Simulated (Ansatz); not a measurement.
# WSe2: band gap under strain

How does strain move the band edges of WSe2 as a 2H monolayer, and do the functionals agree on it? States: no strain; -4.0 % strain along x alone; -3.0 % strain along x alone.

Code: Ansatz 0.2.0. PAW datasets, plane waves. The values are computed, spin-unpolarised, and not measurements.

## Step 1: Starting point

The unstrained cell was relaxed with r2SCAN; in each strained cell the atoms were relaxed again with r2SCAN. Names of k-points are those of the unstrained zone, where strain can split equivalent points. First state: no strain.

The sheet's in-plane cell has a = 3.314 Å, b = 3.314 Å (γ = 120.0°), and its outermost atoms lie 3.32 Å apart along the normal. Near W stand 6 Se at 2.53 Å; near Se stand 3 W at 2.53 Å.

Coordinates:

```
W Se
1.0
     3.31442    0.00000    0.00000
    -1.65721    2.87037    0.00000
     0.00000    0.00000   31.23778
W Se
1 2
Direct
  0.33333 0.66667 0.28811
  0.66667 0.33333 0.34128
  0.66667 0.33333 0.23494
```
The sheet repeats along a and b alone.

## Step 2: No strain: PBE

The input, input.yaml:

```yaml
crystal:
  lattice:
    - [3.314422265, 0.0, 0.0]
    - [-1.6572111325, 2.8703738804, 0.0]
    - [0.0, 0.0, 31.2377754424]
  atoms:
    - { symbol: W, position: [0.3333333333, 0.6666666667, 0.2881127056] }
    - { symbol: Se, position: [0.6666666667, 0.3333333333, 0.3412818312] }
    - { symbol: Se, position: [0.6666666667, 0.3333333333, 0.23494358] }
  periodic: [true, true, false]
kpoints:
  mp_grid: { grid: [12, 12, 1] }
  band_path:
    path: [[0.0, 0.0, 0.0], [0.5, 0.0, 0.0], [0.3333333333, 0.3333333333, 0.0]]
    npoints: 1
hamiltonian:
  xc: pbe
scf:
  occupations: { method: fermi_dirac, width: 0.02 }
  n_extra_bands: 4
output:
  forces: true
  stress: true
  eigenvalues: true
```

Run with:

```console
ansatz run input.yaml --threads 2 --pin off --max-ram 20275MiB --backend cpu --events-out ev --progress --plain --runs-dir out
```

The runs that follow: No strain: r2SCAN; No strain: HSE06; No strain: r2SCAN+SOC; -4.0 % strain along x alone: PBE; -4.0 % strain along x alone: r2SCAN; -4.0 % strain along x alone: HSE06; -4.0 % strain along x alone: r2SCAN+SOC; -3.0 % strain along x alone: PBE; -3.0 % strain along x alone: r2SCAN; -3.0 % strain along x alone: HSE06; -3.0 % strain along x alone: r2SCAN+SOC.

Before running it: what results should come out?

The runs gave:

Least gap in eV (negative: overlap), with the change from the unstrained cell in brackets:

| state | area change (%) | PBE | r2SCAN | HSE06 |
| --- | --- | --- | --- | --- |
| no strain | +0.0 | 1.53 | 1.64 | 1.99 |
| -4.0 % strain along x alone | -4.0 | 1.59 (+0.06) | 1.74 (+0.10) | 2.12 (+0.13) |
| -3.0 % strain along x alone | -3.0 | 1.63 (+0.10) | 1.78 (+0.14) | 2.16 (+0.17) |

With HSE06, of the states in the table -3.0 % strain along x alone shifts the gap most, by +0.172 eV. PBE and HSE06 differ by 0.45 eV on the unstrained gap, and by at most 0.08 eV on its change: PBE follows the response to strain far better than the gap itself. In PBE the gap turns indirect under -4.0 % strain along x alone. Spin-orbit coupling is left out of the table, though the cell holds W (Z = 74); in an element this heavy it can shift bands and gaps by tenths of an eV.
